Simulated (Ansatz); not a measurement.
**ZnO: from supercell energies to defect levels (Zn on the O site)**

Computed with DFT PBE, scalar-relativistic, plane waves, PAW (Ansatz 0.2.0). (420 eV cutoff, 2×2×2 k-mesh, shifted by half a step, Gaussian smearing of 0.01 eV, collinear spin in charge -1 alone)

Host crystal, relaxed:

```
Zn O
1.0
     3.27939    0.00000    0.00000
    -1.63970    2.84004    0.00000
     0.00000    0.00000    5.29323
Zn O
2 2
Direct
  0.66667 0.33333 0.50060
  0.33333 0.66667 0.00060
  0.66667 0.33333 0.87971
  0.33333 0.66667 0.37971
```

The Zn on the O site was set at (0.667, 0.333, 0.880) of the host cell, in a supercell of 48 sites (592 Å³), relaxed at fixed cell in each charge q. In charge 0 some atom moved by up to 0.9 Å, so the relaxed defect can differ in kind from the start: near the site, 3 Zn at 2.00 Å, 1 Zn at 2.01 Å became 1 Zn at 2.47 Å, 3 Zn at 2.48 Å (charge 0). The host's Kohn–Sham gap is 0.74 eV and its static dielectric constant 10.9 (mean). For each charge: the supercell's free energy over the neutral one with q electrons exchanged at the valence band top, F(q) − F(0) + qE_v; the image-charge term; and the term that aligns the potential far from the defect with the host's.

| q | F(q) − F(0) + qE_v (eV) | image charge (eV) | alignment (eV) |
| --- | --- | --- | --- |
| 0 | 0.000 | 0.000 | 0.000 |
| -1 | 2.564 | 0.224 | -0.341 |
| -2 | 5.155 | 0.895 | -0.781 |

Add the terms and find the levels between neighbouring charges, ε(q/q′) = [A(q′) − A(q)]/(q − q′), with and without the two corrections.

A(q): 0.000 eV for 0, 2.446 eV for -1, 5.269 eV for -2.
```
  level corrected (eV over E_v) uncorrected (eV)
 (0/-1)                     2.45              2.56
(-1/-2)                     2.82              2.59
```

As a check, a point charge in a simple cubic cell of this volume has q²αe²/(2εL) = 0.223 q² eV (e² = 14.40 eV Å, α = 2.837, L = 8.39 Å); the shape of the real cell and the anisotropy of ε can change it somewhat. The term grows as q², so it pushes donor levels down and acceptor levels up. The program doubts the alignment for q = -1, -2, so levels beside it are uncertain by about that term.

Which of these charges is lowest with the Fermi level at the valence band top, at mid-gap and at the conduction band bottom?

The line A(q) + qE_F that lies lowest gives the charge: 0 at E_F = 0.00 eV, 0 at E_F = 0.37 eV, 0 at E_F = 0.74 eV. (0/-1) and (-1/-2) fall outside this Kohn–Sham gap, so the change of charge isn't reached within it; the real gap is usually wider and may hold a localised level, while a level that comes from a carrier in the host's bands only marks the band edge and moves with it. In charge -1, -2 the cell has partly filled levels, from a carrier spread over the host's bands, a defect level that the small cell broadens into a band, or a degenerate defect level that the symmetric start can't split, so the levels beside it are doubtful. In charge -1 the extra carrier sits in the host's bands, sampled away from their edge; a term of -1.65 eV would put the level beside it at that edge (it also undoes corrections that don't apply to a spread carrier) and isn't included above. In charge -2 the extra carrier sits in the host's bands, sampled away from their edge; a term of -3.54 eV would put the level beside it at that edge (it also undoes corrections that don't apply to a spread carrier) and isn't included above. Charges beyond those computed could lie lower near the band edges.

The neutral defect forms at 6.40 eV with atoms taken from and returned to the elements. What are the formation energies at those three Fermi levels, and what share of sites would hold the defect at 1200 K with E_F at mid-gap, if the host still stood at that temperature?

E_f = E_f(0) + A(q) + qE_F = 6.40, 6.40, 6.40 eV. In the dilute limit the share is exp(−E_f/k_BT) = exp(−6.397/0.1034) = 1.4×10⁻²⁷, leaving out degeneracy and vibrational entropy. Both elements stand at their elemental potentials, a limit that the host or competing compounds often put out of reach. The small cell and the narrow Kohn–Sham gap leave errors of tenths of an eV or more, which change the share by orders of magnitude.